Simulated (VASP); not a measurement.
# GaN in VASP: how settings move the PBE single point

Aim: see what changed inputs do to the PBE single point of GaN (zincblende), under -3.0 % strain along z alone.

Code: VASP 6.6.1. PAW datasets, plane waves. The values are computed, spin-unpolarised, and not measurements.

## Step 1: Starting point

The cell comes from an earlier relaxation with r2SCAN in another program, then strained, with the atoms relaxed again.

Space group I-4m2 (No. 119), tetragonal; a = 3.180 Å, c = 4.363 Å in the conventional setting, 11.03 Å³ an atom. Ga has 4 N at 1.93 Å; N has 4 Ga at 1.93 Å.

As a file:

```cif
data_structure
_symmetry_space_group_name_H-M 'P 1'
_symmetry_Int_Tables_number 1
_cell_length_a 3.1332
_cell_length_b 3.1332
_cell_length_c 3.1805
_cell_angle_alpha 59.499
_cell_angle_beta 59.499
_cell_angle_gamma 61.002
_cell_volume 22.07
loop_
_atom_site_label
_atom_site_type_symbol
_atom_site_fract_x
_atom_site_fract_y
_atom_site_fract_z
_atom_site_occupancy
Ga1 Ga 0.00000 0.00000 0.00000 1
N1 N 0.25000 0.25000 0.25000 1
```

## Step 2: Reference

The input, INCAR:

```
ENCUT = 520.000000
SIGMA = 0.020000
EDIFF = 1.00e-07
GGA = PE
PREC = Accurate
IBRION = -1
ISIF = 2
ISMEAR = -1
NBANDS = 16
NELM = 120
NSW = 0
LASPH = .TRUE.
LCHARG = .FALSE.
LWAVE = .FALSE.
LREAL = .FALSE.
```

The input, KPOINTS:

```
KPOINTS created by Atomic Simulation Environment
0
Gamma
10 10 10
0 0 0
```

The input, POSCAR:

```
Ga N
 1.0000000000000000
     0.0000000000000000    2.2489525411000000    2.1814839649000000
     2.2489525411000000    0.0000000000000000    2.1814839649000000
     2.2489525411000000    2.2489525411000000    0.0000000000000000
 Ga  N
   1   1
Cartesian
  0.0000000000000000  0.0000000000000000  0.0000000000000000
  1.1244762705499998  1.1244762705499998  1.0907419824500000
```

A file KPOINTS_OPT adds named points for the levels; it doesn't enter the self-consistent loop.

Potentials: the recommended PBE PAW datasets, 18 valence electrons.

Started as:

```
mpirun -np 1 vasp_std
```

## Step 3: Variant 1

The input, INCAR:

```
ENCUT = 520.000000
SIGMA = 0.020000
EDIFF = 1.00e-07
IBRION = -1
ISIF = 2
ISMEAR = -1
NBANDS = 16
NSW = 0
LASPH = .TRUE.
LCHARG = .FALSE.
LWAVE = .FALSE.
LREAL = .FALSE.
PREC = Low
METAGGA = M06L
NELM = 78
```

KPOINTS is that of step 2.

POSCAR is that of step 2.

## Step 4: Variant 2

Changes to INCAR since step 2:

```diff
@@ -9,5 +9,3 @@
 NBANDS = 16
-NELM = 120
 NSW = 0
-LASPH = .TRUE.
 LCHARG = .FALSE.
@@ -15 +13,6 @@
 LREAL = .FALSE.
+LASPH = .FALSE.
+ALGO = Conjugate
+IMIX = 1
+AMIX = 0.2
+NELM = 69
```

KPOINTS is that of step 2.

POSCAR is that of step 2.

## Step 5: Variant 3

Changes to INCAR since step 2:

```diff
@@ -3,3 +3,2 @@
 EDIFF = 1.00e-07
-GGA = PE
 PREC = Accurate
@@ -15 +14,2 @@
 LREAL = .FALSE.
+GGA = 91
```

KPOINTS is that of step 2.

POSCAR is that of step 2.

## Step 6: Variant 4

The input, INCAR:

```
ENCUT = 520.000000
EDIFF = 1.00e-07
GGA = PE
PREC = Accurate
IBRION = -1
ISIF = 2
ISMEAR = -1
NBANDS = 16
NSW = 0
LASPH = .TRUE.
LCHARG = .FALSE.
LWAVE = .FALSE.
LREAL = .FALSE.
NELM = 64
SGIMA = 0.02
```

KPOINTS is that of step 2.

POSCAR is that of step 2.

What does the calculation give? Wanted: for each run, changed; ending; energy change; pressure; electronic steps; usable.

**Answer**, as computed:

| run | changed | ending | energy change (meV/atom) | pressure (GPa) | gap on the mesh (eV; negative: overlap) | electronic steps | time | usable |
| --- | --- | --- | --- | --- | --- | --- | --- | --- |
| ref. | – | converged | 0 | 12.6 | 1.87 | 14 | 20 s | yes |
| 1 | PREC = Low, METAGGA = M06L, NELM = 78 | not converged | – | – | – | 78 | 5.3 min | no |
| 2 | LASPH = .FALSE., ALGO = Conjugate, IMIX = 1, AMIX = 0.2, NELM = 69 | converged | 1.7 | 12.5 | 1.87 | 18 | 19 s | yes |
| 3 | GGA = 91 | converged | – | 12.6 | 1.88 | 14 | 20 s | yes |
| 4 | SGIMA = 0.02 | converged | 0.0 | 12.6 | 1.87 | 14 | 20 s | yes |

What this shows: Of 4 altered inputs, 1 gave no result, 3 gave usable results. Among the usable ones with comparable energies, «LASPH = .FALSE., ALGO = Conjugate, IMIX = 1, AMIX = 0.2, NELM = 69» moves the energy most, by 1.7 meV/atom.
